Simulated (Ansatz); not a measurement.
# CdGeAs$_{2}$: the gap against volume

CdGeAs$_{2}$, I-42d, a = 6.048 Å, c = 11.484 Å. The structure is a Materials Project entry; whether it is the stable form wasn't checked. Ansatz: PBE, PAW, 420 eV, Γ-centred 8×8×8 mesh on 8 atoms, Gaussian smearing 0.01 eV; no spin polarisation. Shape and atoms are relaxed at each volume; x = ln(V/V0) with V0 = 26.257 Å³/atom. The gap is read at the mesh points alone.

```
      x gap y (eV)
-0.0619       0.139
-0.0305       0.130
 0.0000           ?
 0.0296       0.113
 0.0583       0.106
```

Problem. Fit a straight line to the other rows, give the volume deformation potential of the gap and its pressure coefficient, and predict the missing gap. B0 = 52.5 GPa.

Solution. Means x = -0.001125, y = 0.12200; Σ(Δx)² = 0.009032, ΣΔxΔy = -0.002496; the slope is their ratio. y = 0.1217 − 0.2763 x. The slope is the deformation potential a = dE_g/d ln V = -0.28 eV, and dE_g/dP = −a/B0 = 5.26 meV/GPa. At x = 0.0000 the fit asked for gives 0.122 eV. The run gave 0.122 eV, the same to the digits shown.

Spin-orbit coupling is left out; it would lift a valence top of As p states by 0.1 to 0.15 eV. Semilocal functionals give gaps under the measured ones; changes of the gap mostly carry over better.